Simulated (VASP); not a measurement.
# BAs (F-43m) in VASP: Born charges and dielectric tensor with PBE

Aim: the Born charges and dielectric tensor of BAs with PBE.

Everything below comes from runs of VASP 6.6.1. Logs are shortened: lines on timing, memory, paths and dates and some standing lists are left out, and cuts for length are marked.

## 1. Starting point

The structure is cubic, space group F-43m (No. 216). Conventional cell: a = 4.816 Å, b = 4.816 Å, c = 4.816 Å, α = 90.00°, β = 90.00°, γ = 90.00°. B (site symmetry -43m) is surrounded by 4 As at 2.09 Å. As (site symmetry -43m) is surrounded by 4 B at 2.09 Å.

## 2. Born charges and dielectric tensor, PBE

INCAR reads:

```
  ALGO = Fast
  EDIFF = 0.05
  ENCUT = 520
  GGA = PE
  IBRION = 8
  ISIF = 2
  ISMEAR = 0
  LASPH = T
  LCHARG = F
  LEPSILON = T
  LREAL = F
  LWAVE = F
  NELM = 60
  NSW = 1
  PREC = Accurate
  SIGMA = 0.02
```

KPOINTS reads:

```
k-points
0
Gamma
  12 12 12
```

POSCAR reads:

```
BAs                                     
1.0
    0.0000000000      2.4078581865      2.4078581865
    2.4078581865      0.0000000000      2.4078581865
    2.4078581865      2.4078581865     -0.0000000000
  B               As            
     1     1
Direct
     0.0000000000000000    0.0000000000000000    0.0000000000000000
     0.2500000000000000    0.2500000000000000    0.2500000000000000
```

Potentials or basis: VASP PAW PBE potentials, release 64 (B, As).

On the command line:

```sh
cat potpaw_PBE.64/B/POTCAR potpaw_PBE.64/As/POTCAR > POTCAR
mpirun -np 1 vasp_std > vasp.out
```

OUTCAR:

```text
EDIFF = 0.05
   ENCUT = 520
   GGA = PE
   IBRION = 8
   ISIF = 2
   ISMEAR = 0
   LASPH = T
   LEPSILON = T
   LREAL = F
   NELM = 60
   NSW = 1
   PREC = Accurate

 ion  position               nearest neighbor table
   1  0.000  0.000  0.000-   2 2.09   2 2.09   2 2.09   2 2.09
   2  0.250  0.250  0.250-   1 2.09   1 2.09   1 2.09   1 2.09

  LATTYP: Found a face centered cubic cell.
 ALAT       =     4.8157163730

  Lattice vectors:

 A1 = (   0.0000000000,   2.4078581865,   2.4078581865)
 A2 = (   2.4078581865,   0.0000000000,   2.4078581865)
 A3 = (   2.4078581865,   2.4078581865,   0.0000000000)

Analysis of symmetry for initial positions (statically):
=====================================================================
 Subroutine PRICEL returns:
 Original cell was already a primitive cell.

 Routine SETGRP: Setting up the symmetry group for a
 face centered cubic supercell.

 Subroutine GETGRP returns: Found 24 space group operations
 (whereof 24 operations were pure point group operations)
 out of a pool of 48 trial point group operations.

The static configuration has the point symmetry T_d .

Analysis of symmetry for dynamics (positions and initial velocities):
=====================================================================
 Subroutine PRICEL returns:
 Original cell was already a primitive cell.

 Routine SETGRP: Setting up the symmetry group for a
 face centered cubic supercell.

 Subroutine GETGRP returns: Found 24 space group operations
 (whereof 24 operations were pure point group operations)
 out of a pool of 48 trial point group operations.

The dynamic configuration has the point symmetry T_d .

 Subroutine INISYM returns: Found 24 space group operations
 (whereof 24 operations are pure point group operations),
 and found     1 'primitive' translations

----------------------------------------------------------------------------------------

                                     Primitive cell

  volume of cell :      27.9205

  direct lattice vectors                    reciprocal lattice vectors
     0.000000000  2.407858186  2.407858186    -0.207653425  0.207653425  0.207653425
     2.407858186  0.000000000  2.407858186     0.207653425 -0.207653425  0.207653425
     2.407858186  2.407858186  0.000000000     0.207653425  0.207653425 -0.207653425

  length of vectors
     3.405225704  3.405225704  3.405225704     0.359666283  0.359666283  0.359666283

  position of ions in fractional coordinates (direct lattice)
     0.000000000  0.000000000  0.000000000
     0.250000000  0.250000000  0.250000000

  ion indices of the primitive-cell ions
   primitive index   ion index
                 1           1
                 2           2

----------------------------------------------------------------------------------------

 KPOINTS: k-points

Automatic generation of k-mesh.
 Grid dimensions read from file:
 generate k-points for:   12   12   12

 Generating k-lattice:

  Cartesian coordinates                     Fractional coordinates (reciprocal lattice)
    -0.017304452  0.017304452  0.017304452     0.083333333  0.000000000  0.000000000
     0.017304452 -0.017304452  0.017304452     0.000000000  0.083333333  0.000000000
[... 416 lines left out ...]
  free energy    TOTEN  =        -0.71074225 eV

  energy without entropy =       -0.71074225

------------------------ aborting loop because EDIFF is reached ----------------------------------------

--------------------------------------- Ionic step        2  -------------------------------------------

------------------------ aborting loop because EDIFF is reached ----------------------------------------

--------------------------------------- Ionic step        3  -------------------------------------------

------------------------ aborting loop because EDIFF is reached ----------------------------------------

 PIEZOELECTRIC TENSOR FIELD DIRECTION 3  (e Angst)
 -----------------------------------------------------------------------------
    -0.00014 -0.49380  0.00000           ( -0.00000  0.09807  0.00000)
    -0.49380 -0.00014  0.00000           (  0.09807 -0.00000  0.00000)
     0.00000  0.00000 -0.00078           (  0.00000  0.00000 -0.00000)

 PIEZOELECTRIC TENSOR FIELD DIRECTION 3  (C/m^2)
 -----------------------------------------------------------------------------
    -0.00008 -0.28336  0.00000
    -0.28336 -0.00008  0.00000
     0.00000  0.00000 -0.00045

--------------------------------------- Ionic step        4  -------------------------------------------

------------------------ aborting loop because EDIFF is reached ----------------------------------------

[... ionic steps 5 to 6 ...]

--------------------------------------- Ionic step        7  -------------------------------------------

 Free energy of the ion-electron system (eV)
  ---------------------------------------------------
  ---------------------------------------------------
  free energy    TOTEN  =        -0.03685494 eV

  energy without entropy =       -0.03685494

------------------------ aborting loop because EDIFF is reached ----------------------------------------

 INTERNAL STRAIN TENSOR  FOR ION    2  DIRECTION 1   (eV/Angst):
 -----------------------------------------------------------------------------
     0.00649  0.00000  0.00000
     0.00000  0.00176 -6.76451
     0.00000 -6.76451  0.00176

 MACROSCOPIC STATIC DIELECTRIC TENSOR (including local field effects in DFT)
 ------------------------------------------------------
          10.216114     0.000000    -0.000000
           0.000000    10.216114     0.000000
          -0.000000     0.000000    10.216114
 ------------------------------------------------------

 PIEZOELECTRIC TENSOR (including local field effects)  for field in x, y, z        (e  Angst)
          XX          YY          ZZ          XY          YZ          ZX
  --------------------------------------------------------------------------------
  x    -0.00000    -0.00000    -0.00000     0.00000    -0.49814     0.00000
  y    -0.00000    -0.00000    -0.00000     0.00000     0.00000    -0.49814
  z     0.00000     0.00000    -0.00000    -0.49814     0.00000     0.00000

 PIEZOELECTRIC TENSOR (including local field effects)  for field in x, y, z        (C/m^2)
          XX          YY          ZZ          XY          YZ          ZX
  --------------------------------------------------------------------------------
  x    -0.00000    -0.00000    -0.00000     0.00000    -0.28585     0.00000
  y    -0.00000    -0.00000    -0.00000     0.00000     0.00000    -0.28585
  z     0.00000     0.00000    -0.00000    -0.28585     0.00000     0.00000

 BORN EFFECTIVE CHARGES (including local field effects) (in |e|, cummulative output)
 ---------------------------------------------------------------------------------
 ion    1
    1    -1.27273     0.00000    -0.00000
    2     0.00000    -1.27273     0.00000
    3     0.00000     0.00000    -1.27273
 ion    2
    1     1.27273     0.00000     0.00000
    2     0.00000     1.27273    -0.00000
    3    -0.00000    -0.00000     1.27273

 INTERNAL STRAIN TENSOR FOR ION    2 for displacements in x,y,z  (eV/Angst):
          X           Y           Z          XY          YZ          ZX
  --------------------------------------------------------------------------------
  x     0.00000     0.00000     0.00000     0.00000    -6.76451     0.00000
  y     0.00000     0.00000     0.00000     0.00000     0.00000    -6.76451
  z     0.00000     0.00000     0.00000    -6.76451     0.00000     0.00000

 SECOND DERIVATIVES (NOT SYMMETRIZED)
 ------------------------------------
               1X          1Y          1Z          2X          2Y          2Z
  1X   -19.564422    0.000000    0.000000   19.564422    0.000000    0.000000
  1Y     0.000000  -19.564422    0.000000    0.000000   19.564422    0.000000
  1Z     0.000000    0.000000  -19.564422    0.000000    0.000000   19.564422
  2X    14.625551    0.000000    0.000000  -14.625551    0.000000    0.000000
  2Y     0.000000   14.625551    0.000000    0.000000  -14.625551    0.000000
  2Z     0.000000    0.000000   14.625551    0.000000    0.000000  -14.625551

 Eigenvectors and eigenvalues of the dynamical matrix
 ----------------------------------------------------

   1 f  =   22.156509 THz   139.213452 2PiTHz  739.061591 cm-1    91.631918 meV
             X         Y         Z           dx          dy          dz
      0.000000  0.000000  0.000000     0.949280    0.000000    0.000000
      1.203929  1.203929  1.203929    -0.314431    0.000000    0.000000
[... 21 lines left out ...]
   6 f/i=    0.957106 THz     6.013677 2PiTHz   31.925632 cm-1     3.958272 meV
             X         Y         Z           dx          dy          dz
      0.000000  0.000000  0.000000     0.309868   -0.048221   -0.022889
      1.203929  1.203929  1.203929     0.935502   -0.145580   -0.069104

--------------------------------------------------------------------------------------------------------

 MACROSCOPIC STATIC DIELECTRIC TENSOR IONIC CONTRIBUTION
 ------------------------------------------------------
           0.607806    -0.000000     0.000000
          -0.000000     0.607806    -0.000000
           0.000000    -0.000000     0.607806
 ------------------------------------------------------

 ELASTIC MODULI CONTR FROM IONIC RELAXATION (kBar)
 Direction    XX          YY          ZZ          XY          YZ          ZX
 --------------------------------------------------------------------------------
 XX          -0.0000      0.0000      0.0000      0.0000      0.0000      0.0000
 YY           0.0000     -0.0000      0.0000      0.0000      0.0000      0.0000
 ZZ           0.0000      0.0000     -0.0000      0.0000      0.0000      0.0000
 XY           0.0000      0.0000      0.0000   -326.6491      0.0000      0.0000
 YZ           0.0000      0.0000      0.0000      0.0000   -326.6491      0.0000
 ZX           0.0000      0.0000      0.0000      0.0000      0.0000   -326.6491
 --------------------------------------------------------------------------------

 PIEZOELECTRIC TENSOR IONIC CONTR  for field in x, y, z        (C/m^2)
          XX          YY          ZZ          XY          YZ          ZX
  --------------------------------------------------------------------------------
  x     0.00000     0.00000     0.00000    -0.00000    -0.41927     0.00000
  y     0.00000     0.00000    -0.00000     0.00000     0.00000    -0.41927
  z    -0.00000    -0.00000     0.00000    -0.41927     0.00000     0.00000
```

It took 2.9 min on 1 thread of Intel Xeon Platinum 8259CL at 2.50GHz (Skylake/Cascade Lake), shared host; peak memory 0.32 GiB.

Results:

```yaml
Band_gap_on_the_k_mesh: 1.20 eV, indirect (least direct gap 3.24 eV)
Electronic_dielectric_tensor_diagonal: 10.22
Born_charges_mean_of_the_diagonal: B -1.27; As +1.27 e
Highest_phonon_frequency_at_Γ_LO-TO_splitting_left_out: 739 cm⁻¹
Most_unstable_mode: 32i cm⁻¹
```

Phonon frequencies in cm⁻¹ (negative: imaginary):
```csv
q point,frequencies
"(0.000, 0.000, 0.000)",-32 -32 -32 739 739 739
```

Electronic dielectric tensor:
```
10.22  0.00  0.00
 0.00 10.22  0.00
 0.00  0.00 10.22
```

Born effective charge tensors (e):
atom 1, B
```
-1.27  0.00  0.00
 0.00 -1.27  0.00
 0.00  0.00 -1.27
```
atom 2, As
```
1.27 0.00 0.00
0.00 1.27 0.00
0.00 0.00 1.27
```

Caveat: some modes are imaginary. As with any semilocal functional, this PBE gap is likely too small.
